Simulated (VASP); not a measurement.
# CdTe: relaxed cell and band gap, by functional

CdTe, F-43m (no. 216), 2 atoms in the cell.

| Functional | Volume (Å³/atom) | Change from the starting volume (fraction) | Gap, path and mesh (eV) | Time (s) |
|---|---|---|---|---|
| B88 + LYP (libxc) | 38.74 | 0.177 | 0.28 | 189 |
| SOGGA11 (libxc) | 38.70 | 0.176 | 1.59 | 397 |
| PBEint (libxc) | 34.95 | 0.062 | 0.67 | 160 |
| RGE2 (libxc) | 35.17 | 0.068 | 0.69 | 172 |
| PW91 (libxc) | 36.14 | 0.098 | 0.55 | 170 |
| N12 (libxc) | 34.71 | 0.054 | 0.64 | 291 |
| LDA, PW92 (libxc) | 32.97 | 0.002 | 0.61 | 92 |
| KT2 (libxc) | 33.30 | 0.011 | 0.81 | 124 |

Limits: Spin-orbit coupling is left out, and with elements this heavy it changes the gap.

## Input of the first row

INCAR.step1:
```
SYSTEM = CdTe
  ALGO = Normal
  EDIFF = 1E-7
  EDIFFG = -0.005
  ENCUT = 600
  GGA = LIBXC
  GGA_COMPAT = .FALSE.
  IBRION = 2
  ISIF = 3
  ISMEAR = 0
  LASPH = .TRUE.
  LCHARG = .FALSE.
  LIBXC1 = GGA_X_B88
  LIBXC2 = GGA_C_LYP
  LREAL = .FALSE.
  LWAVE = .FALSE.
  NELM = 150
  NSW = 60
  PREC = Accurate
  SIGMA = 0.02
```

INCAR.step2, as INCAR.step1 but for:
```
- NSW = 60
+ NSW = 40
```

INCAR.step3, as INCAR.step2 but for:
```
- EDIFFG = -0.005
- IBRION = 2
- ISIF = 3
- NSW = 40
+ ISIF = 2
+ NBANDS = 16
```

KPOINTS:
```
k-points
0
Gamma
  6 6 6
```

KPOINTS_OPT:
```
path GXWKGLUWLK,UX
8
line-mode
reciprocal
 0.0000000000  0.0000000000  0.0000000000  G
 0.5000000000  0.0000000000  0.5000000000  X

 0.5000000000  0.0000000000  0.5000000000  X
 0.5000000000  0.2500000000  0.7500000000  W

 0.5000000000  0.2500000000  0.7500000000  W
 0.3750000000  0.3750000000  0.7500000000  K

 0.3750000000  0.3750000000  0.7500000000  K
 0.0000000000  0.0000000000  0.0000000000  G

 0.0000000000  0.0000000000  0.0000000000  G
 0.5000000000  0.5000000000  0.5000000000  L

 0.5000000000  0.5000000000  0.5000000000  L
 0.6250000000  0.2500000000  0.6250000000  U

 0.6250000000  0.2500000000  0.6250000000  U
 0.5000000000  0.2500000000  0.7500000000  W

 0.5000000000  0.2500000000  0.7500000000  W
 0.5000000000  0.5000000000  0.5000000000  L

 0.5000000000  0.5000000000  0.5000000000  L
 0.3750000000  0.3750000000  0.7500000000  K

 0.6250000000  0.2500000000  0.6250000000  U
 0.5000000000  0.0000000000  0.5000000000  X
```

POSCAR.step1:
```
CdTe
1.0
    0.0000000000      3.2050000000      3.2050000000
    3.2050000000      0.0000000000      3.2050000000
    3.2050000000      3.2050000000      0.0000000000
Te Cd
1 1
Direct
    0.7500000000      0.7500000000      0.7500000000
    0.0000000000      0.0000000000      0.0000000000
```

Commands (each step's output is kept before the next begins):
```
cat potpaw_PBE.64/Te/POTCAR potpaw_PBE.64/Cd/POTCAR > POTCAR
cp INCAR.step1 INCAR
cp POSCAR.step1 POSCAR
mpirun -np 1 vasp_std > vasp.out
cp CONTCAR POSCAR
rm WAVECAR CHG
cp INCAR.step2 INCAR
mpirun -np 1 vasp_std > vasp.out
cp CONTCAR POSCAR
rm WAVECAR CHG
cp INCAR.step3 INCAR
mpirun -np 1 vasp_std > vasp.out
```

Changes of the last row against the first:
```
(all steps)
- LIBXC1 = GGA_X_B88
- LIBXC2 = GGA_C_LYP
+ LIBXC1 = GGA_XC_KT2
```

VASP 6.6.1 took 189 s on 1 core (Intel Xeon Platinum 8259CL @ 2.50GHz (Skylake/Cascade Lake)), a shared host.
